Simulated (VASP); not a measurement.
# Si (Fm-3m) in VASP: further runs

Runs on Si. Level: PBE. Tasks: relaxation of the atoms.

All numbers are computed with VASP 6.6.1; they aren't measurements. Logs are shortened: lines on timing, memory, paths and dates and some standing lists are left out, and cuts for length are marked.

## Step 1: The undisturbed crystal

Symmetry: Fm-3m, No. 225, cubic system. Conventional cell: a = 3.822 Å, b = 3.822 Å, c = 3.822 Å, α = 90.00°, β = 90.00°, γ = 90.00°. Around Si (site symmetry m-3m) lie 12 Si at 2.70 Å.

This isn't the form of Si at room conditions, which is diamond.

## Step 2: Relaxation of the atoms, PBE (a relaxed cell with its volume scaled by 0.94)

INCAR

```
SYSTEM = Si
ALGO = Fast ; EDIFF = 1E-7
EDIFFG = -0.01 ; ENCUT = 600
GGA = PE ; IBRION = 2
ISIF = 2 ; ISMEAR = 1
LASPH = .TRUE. ; LCHARG = .FALSE.
LREAL = .FALSE. ; LWAVE = .FALSE.
NELM = 80 ; NSW = 40
PREC = Accurate ; SIGMA = 0.1
```

KPOINTS

```
k-points
0
G
  16 16 16
  0 0 0
```

POSCAR

```
Si                                      
1.0
    0.0000000000      1.8917293453      1.8917293453
    1.8917293453      0.0000000000      1.8917293453
    1.8917293453      1.8917293453      0.0000000000
  Si            
     1
Direct
     0.0000000000000000    0.0000000000000000    0.0000000000000000
```

Potentials or basis: VASP PAW PBE potentials, release 64 (Si).

The run is started by

```sh
$ cat potpaw_PBE.64/Si/POTCAR > POTCAR
$ mpirun -np 1 vasp_std > vasp.out
```

OUTCAR:

```text
SYSTEM = Si
   EDIFF = 1E-7
   EDIFFG = -0.01
   ENCUT = 600
   GGA = PE
   IBRION = 2
   ISIF = 2
   ISMEAR = 1
   LASPH = .TRUE.
   LREAL = .FALSE.
   NELM = 80
   NSW = 40
   PREC = Accurate

 ion  position               nearest neighbor table
   1  0.000  0.000  0.000-

  LATTYP: Found a face centered cubic cell.
 ALAT       =     3.7834586906

  Lattice vectors:

 A1 = (   0.0000000000,   1.8917293453,   1.8917293453)
 A2 = (   1.8917293453,   0.0000000000,   1.8917293453)
 A3 = (   1.8917293453,   1.8917293453,   0.0000000000)

Analysis of symmetry for initial positions (statically):
=====================================================================
 Subroutine PRICEL returns:
 Original cell was already a primitive cell.

 Routine SETGRP: Setting up the symmetry group for a
 face centered cubic supercell.

 Subroutine GETGRP returns: Found 48 space group operations
 (whereof 48 operations were pure point group operations)
 out of a pool of 48 trial point group operations.

The static configuration has the point symmetry O_h .

Analysis of symmetry for dynamics (positions and initial velocities):
=====================================================================
 Subroutine PRICEL returns:
 Original cell was already a primitive cell.

 Routine SETGRP: Setting up the symmetry group for a
 face centered cubic supercell.

 Subroutine GETGRP returns: Found 48 space group operations
 (whereof 48 operations were pure point group operations)
 out of a pool of 48 trial point group operations.

The dynamic configuration has the point symmetry O_h .

 Subroutine INISYM returns: Found 48 space group operations
 (whereof 48 operations are pure point group operations),
 and found     1 'primitive' translations

----------------------------------------------------------------------------------------

                                     Primitive cell

  volume of cell :      13.5396

  direct lattice vectors                    reciprocal lattice vectors
     0.000000000  1.891729345  1.891729345    -0.264308423  0.264308423  0.264308423
     1.891729345  0.000000000  1.891729345     0.264308423 -0.264308423  0.264308423
     1.891729345  1.891729345  0.000000000     0.264308423  0.264308423 -0.264308423

  length of vectors
     2.675309296  2.675309296  2.675309296     0.457795618  0.457795618  0.457795618

  position of ions in fractional coordinates (direct lattice)
     0.000000000  0.000000000  0.000000000

  ion indices of the primitive-cell ions
   primitive index   ion index
                 1           1

----------------------------------------------------------------------------------------

 KPOINTS: k-points

Automatic generation of k-mesh.
 Grid dimensions read from file:
 generate k-points for:   16   16   16

 Generating k-lattice:

  Cartesian coordinates                     Fractional coordinates (reciprocal lattice)
    -0.016519276  0.016519276  0.016519276     0.062500000  0.000000000  0.000000000
     0.016519276 -0.016519276  0.016519276     0.000000000  0.062500000  0.000000000
     0.016519276  0.016519276 -0.016519276     0.000000000  0.000000000  0.062500000

  Length of vectors
     0.028612226  0.028612226  0.028612226

  Shift w.r.t. Gamma in fractional coordinates (k-lattice)
     0.000000000  0.000000000  0.000000000

 Subroutine IBZKPT returns following result:
 ===========================================

 Found    145 irreducible k-points:

 Following reciprocal coordinates:
            Coordinates               Weight
  0.000000  0.000000  0.000000      1.000000
  0.062500  0.000000  0.000000      8.000000
  0.125000  0.000000  0.000000      8.000000
  0.187500  0.000000  0.000000      8.000000
  0.250000  0.000000  0.000000      8.000000
  0.312500  0.000000  0.000000      8.000000
[... 16 lines left out ...]
 -0.125000  0.062500  0.000000     24.000000
 -0.062500  0.062500  0.000000     12.000000
 [... further k-points ...]
   k-points           NKPTS =    145   k-points in BZ     NKDIM =    145   number of bands    NBANDS=      6
   number of dos      NEDOS =    301   number of ions     NIONS =      1
   total plane-waves  NPLWV =  13824
   dimension x,y,z NGX =    24 NGY =   24 NGZ =   24
   dimension x,y,z NGXF=    48 NGYF=   48 NGZF=   48
   ions per type =               1
   NGX,Y,Z   is equivalent  to a cutoff of  14.91, 14.91, 14.91 a.u.
   NGXF,Y,Z  is equivalent  to a cutoff of  29.83, 29.83, 29.83 a.u.
 SYSTEM =  Si
   PREC   = accura    normal or accurate (medium, high low for compatibility)
   ISTART =      0    job   : 0-new  1-cont  2-samecut
   ICHARG =      2    charge: 1-file 2-atom 10-const
   ISPIN  =      1    spin polarized calculation?
   LNONCOLLINEAR =      F non collinear calculations
   LSORBIT =      F    spin-orbit coupling
   LASPH  =      T    aspherical Exc in radial PAW
   ENCUT  =  600.0 eV  44.10 Ry    6.64 a.u.   5.34  5.34  5.34*2*pi/ulx,y,z
   NELM   =     80;   NELMIN=  2; NELMDL= -5     # of ELM steps
   EDIFF  = 0.1E-06   stopping-criterion for ELM
   LREAL  =      F    real-space projection
   EDIFFG = -.1E-01   stopping-criterion for IOM
   NSW    =     40    number of steps for IOM
   IBRION =      2    ionic relax: 0-MD 1-quasi-New 2-CG
   NFREE  =      1    steps in history (QN), initial steepest desc. (CG)
   ISIF   =      2    stress and relaxation
   ISYM   =      2    0-nonsym 1-usesym 2-fastsym
   POTIM  = 0.5000    time-step for ionic-motion
   TEBEG  =    0.0;   TEEND  =   0.0 temperature during run
   PSTRESS=    0.0 pullay stress
   NELECT =       4.0000    total number of electrons
   NUPDOWN=      -1.0000    fix difference up-down
   EMIN   =  10.00;   EMAX   =-10.00  energy-range for DOS
   EFERMI =   0.00;   METHOD = LEGACY
   ISMEAR =     1;   SIGMA  =   0.10  broadening in eV -4-tet -1-fermi 0-gaus
   EFERMI_NEDOS =   21; number of points for ismear=-14 and -15
   IALGO  =     68    algorithm
   IMIX   =      4    mixing-type and parameters
     AMIX     =   0.40;   BMIX     =  1.00
     AMIX_MAG =   1.60;   BMIX_MAG =  1.00
  volume/ion in A,a.u.               =      13.54        91.37
  Fermi-wavevector in a.u.,A,eV,Ry     =   1.090333  2.060431 16.174961  1.188826
  Thomas-Fermi vector in A             =   2.226555
   LORBIT       =      0    0 simple, 1 ext, 2 COOP (PROOUT), +10 PAW based schemes
   GGA     = PE    functional components
   LHFCALC =     F    Hartree Fock is set to
   AEXX    =    0.0000 exact exchange contribution
   IVDW    =     0    specifies the selected vdW correction
   LEPSILON=     F    determine dielectric tensor
   LRPA    =     F    only Hartree local field effects (RPA)
 conjugate gradient relaxation of ions
 non-spin polarized calculation
 RMM-DIIS sequential band-by-band and
 Methfessel and Paxton  Order N= 1 SIGMA  =   0.10
  energy-cutoff  :      600.00
  volume of cell :       13.54
 maximum number of plane-waves:       464
 NGX is ok and might be reduce to    24
   NGX = 11   NGY = 11   NGZ = 11

 number of electron       4.0000000 magnetization

 Free energy of the ion-electron system (eV)
  ---------------------------------------------------
  ext. energy  EPLUGINS =         0.00000000
  ---------------------------------------------------
  free energy    TOTEN  =        -4.86763710 eV

  energy without entropy =       -4.86793705  energy(sigma->0) =       -4.86773708

 E-fermi :  11.0763     XC(G=0): -11.4658

 val. band max:       11.0676033523   @ k =   0.5000   0.3750   0.0000
 cond. band min:      11.0926818668   @ k =  -0.2500   0.1250   0.0000
 fundamental gap:      0.0250785145
 Fermi energy:        11.0762796714

 k-point     1 :       0.0000    0.0000    0.0000
  band No.  band energies     occupation
      1      -4.0122      2.00000
      2      23.0426      0.00000
      3      23.0426      0.00000
      4      23.0427      0.00000
      5      23.2618      0.00000
      6      23.2618      0.00000

 k-point     2 :       0.0625    0.0000    0.0000
  band No.  band energies     occupation
      1      -3.8931      2.00000
      2      20.6799      0.00000
      3      22.1785      0.00000
      4      22.1785      0.00000
      5      24.2784      0.00000
      6      24.2786      0.00000

 k-point     3 :       0.1250    0.0000    0.0000
  band No.  band energies     occupation
      1      -3.5364      2.00000
      2      17.8920      0.00000
      3      21.3974      0.00000
      4      21.3974      0.00000
      5      24.9378      0.00000
      6      25.4087      0.00000

 k-point     4 :       0.1875    0.0000    0.0000
  band No.  band energies     occupation
      1      -2.9433      2.00000
      2      15.1041      0.00000
      3      20.8069      0.00000
      4      20.8069      0.00000
      5      24.8946      0.00000
      6      25.8173      0.00000

 k-point     5 :       0.2500    0.0000    0.0000
  band No.  band energies     occupation
      1      -2.1161      2.00000
      2      12.4268     -0.00000
      3      20.4083      0.00000
      4      20.4084      0.00000
      5      24.8020      0.00000
      6      24.9931      0.00000
[... 136 lines left out ...]
 k-point    21 :      -0.2500    0.0625    0.0000
  band No.  band energies     occupation
      1      -1.6840      2.00000
      2      11.6595     -0.00000
      3      18.3282      0.00000
      4      21.4712      0.00000
      5      23.7255      0.00000
      6      25.1305      0.00000

 k-point    22 :      -0.1875    0.0625    0.0000
  band No.  band energies     occupation
      1      -2.5883      2.00000
      2      14.2795      0.00000
      3      18.6432      0.00000
      4      21.9564      0.00000
      5      24.5863      0.00000
      6      25.4707      0.00000

 k-point    23 :      -0.1250    0.0625    0.0000
  band No.  band energies     occupation
      1      -3.2594      2.00000
      2      17.0158      0.00000
      3      19.1630      0.00000
      4      22.5470      0.00000
      5      24.5187      0.00000
      6      25.4197      0.00000

 k-point    24 :      -0.0625    0.0625    0.0000
  band No.  band energies     occupation
      1      -3.6949      2.00000
      2      19.6336      0.00000
      3      20.0103      0.00000
      4      23.1379      0.00000
      5      23.5693      0.00000
      6      25.0478      0.00000

 [... further k-points ...]
[... 5 lines left out ...]
  --------------------------------------------------------------------------------------
  -------------------------------------------------------------------------------------
  Total        0.5445929      0.5445929      0.5445929      0.0000000      0.0000000      0.0000000
  in kB       64.4429705     64.4429705     64.4429705      0.0000000      0.0000000      0.0000000
  external PRESSURE =      64.4429705 kB  Pullay stress =       0.0000000 kB

 VOLUME and BASIS-vectors are now :
 -----------------------------------------------------------------------------
  energy-cutoff  :      600.00
  volume of cell :       13.54
      direct lattice vectors                 reciprocal lattice vectors
     0.000000000  1.891729345  1.891729345    -0.264308423  0.264308423  0.264308423
     1.891729345  0.000000000  1.891729345     0.264308423 -0.264308423  0.264308423
     1.891729345  1.891729345  0.000000000     0.264308423  0.264308423 -0.264308423

 POSITION                                       TOTAL-FORCE (eV/Angst)
 -----------------------------------------------------------------------------------
      0.00000      0.00000      0.00000         0.000000      0.000000      0.000000
 -----------------------------------------------------------------------------------
    total drift:                                0.000000     -0.000000     -0.000000

  FREE ENERGIE OF THE ION-ELECTRON SYSTEM (eV)
  ---------------------------------------------------
  free  energy   TOTEN  =        -4.8676370973 eV

  energy  without entropy=       -4.8679370455  energy(sigma->0) =       -4.86773708

 reached required accuracy - stopping structural energy minimisation
```

Wall time 6.7 s (1 thread of Intel Xeon 6975P-C (Granite Rapids), shared host); peak memory 0.13 GiB.

Results:

| Item | Value |
| --- | --- |
| Free energy | -4.8676 eV |
| Pressure after relaxing | 6.4 GPa |
| Band gap on the k mesh | none (metal or under the smearing width) |

Final structure:
```
CELL_PARAMETERS angstrom
0.00000 1.89173 1.89173
1.89173 0.00000 1.89173
1.89173 1.89173 0.00000
ATOMIC_POSITIONS crystal
Si 0.00000 0.00000 0.00000
```

Caveat: the relaxation stopped at its first step, so nothing moved.

## Step 3: Relaxation of the atoms, PBE (a relaxed cell with its volume scaled by 0.96)

INCAR is that of step 2.

KPOINTS is that of step 2.

POSCAR

```
Si                                      
1.0
    0.0000000000      1.9050518219      1.9050518219
    1.9050518219      0.0000000000      1.9050518219
    1.9050518219      1.9050518219      0.0000000000
  Si            
     1
Direct
     0.0000000000000000    0.0000000000000000    0.0000000000000000
```

Potentials or basis: VASP PAW PBE potentials, release 64 (Si).

The run is started by

```sh
$ cat potpaw_PBE.64/Si/POTCAR > POTCAR
$ mpirun -np 1 vasp_std > vasp.out
```

It took 6.7 s on 1 thread of Intel Xeon 6975P-C (Granite Rapids), shared host; peak memory 0.14 GiB.

It converged, with:

```
Free energy             : -4.8771 eV
Pressure after relaxing : 4.1 GPa
Band gap on the k mesh  : none (metal or under the smearing width)
```

Final structure:
```
CELL_PARAMETERS angstrom
0.00000 1.90505 1.90505
1.90505 0.00000 1.90505
1.90505 1.90505 0.00000
ATOMIC_POSITIONS crystal
Si 0.00000 0.00000 0.00000
```

Levels at points of the mesh, in eV from the Fermi level:
```
           k point  band 1  band 2  band 3  band 4  band 5  band 6
(0.00, 0.00, 0.00)  -14.90   11.69   11.69   11.69   12.09   12.09
(0.50, 0.00, 0.00)   -7.76   -7.27    8.97    8.97   10.97   10.97
(0.50, 0.50, 0.00)   -5.60   -4.55    3.31    3.31    4.30    7.07
```

Caveat: the relaxation stopped at its first step, so nothing moved.

[end of part 1 of 2]
